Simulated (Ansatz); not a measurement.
Clean, relaxed (110) surface of TiAl, space group P4/mmm (No. 123) (top face towards +c; atoms held fixed, by place in the list: 1, 2, 3, 4):

```yaml
crystal:
  lattice:
    - [3.95295, 0.00000, 0.00000]
    - [0.00000, 4.03874, 0.00000]
    - [0.00000, 0.00000, 22.92943]
  atoms:
    - { symbol: Ti, position: [0.50000, 0.00000, 0.37070] }
    - { symbol: Al, position: [0.00000, 0.50000, 0.37070] }
    - { symbol: Ti, position: [0.00000, 0.00000, 0.45690] }
    - { symbol: Al, position: [0.50000, 0.50000, 0.45690] }
    - { symbol: Ti, position: [0.50000, 0.00000, 0.54242] }
    - { symbol: Al, position: [0.00000, 0.50000, 0.54417] }
    - { symbol: Ti, position: [0.00000, 0.00000, 0.62574] }
    - { symbol: Al, position: [0.50000, 0.50000, 0.62844] }
```

The calculation used Ansatz, DFT PBEsol, scalar-relativistic, plane waves, PAW. Settings: cutoff 420 eV, Γ-centred mesh 7×7×1 on the computed 8-atom cell, Gaussian smearing of 0.10 eV; no spin polarisation. A dipole correction removes the field between periodic images along c.

Ag (atom) is adsorbed on the top face, one adsorbate per 16.0 Å², and relaxed from 3 starting sites (fractions of a and b). The adsorption energy is E(slab + adsorbate) − E(slab) − E(free adsorbate, spin-polarised where open-shell). Heights count from the highest slab atom after relaxation. Δφ is the top face's. Δp counts per cell along +c. Bonded neighbours lie within 1.25 times the sum of covalent radii (1.35 for H) and, on that scale, within 12 % of the closest. With the adsorbate the cell is lengthened along c to keep the vacuum.

```tsv
start	ends at	E_ads (eV)	height (Å)	shortest contact	Δφ (eV)	Δp (e·Å)
top (Al) at (0.50, 0.50)	(0.50, 0.50), 1 bonded neighbour (Al)	-2.34	2.15	Ag–Al 2.40 Å	-0.53	+0.043
bridge (Ti-Al) at (0.25, 0.75)	(0.00, 0.50), 4 bonded neighbours (Al and Ti)	-3.06	1.79	Ag–Al 2.67 Å	-0.24	+0.015
top (Ti) at (0.00, 0.00)	(0.00, 0.00), 1 bonded neighbour (Ti)	-1.92	2.26	Ag–Ti 2.54 Å	-0.17	+0.007
```

Among the sites tried, the lowest end comes from the bridge (Ti-Al) at (0.25, 0.75) start; other sites may lie lower.

Each end is the local minimum or symmetric point that its start leads to. The slab is only 5.9 Å thick, so the energies aren't converged with thickness.

The adsorbed runs have no spin polarisation, so weakly bound open-shell ends lie too high.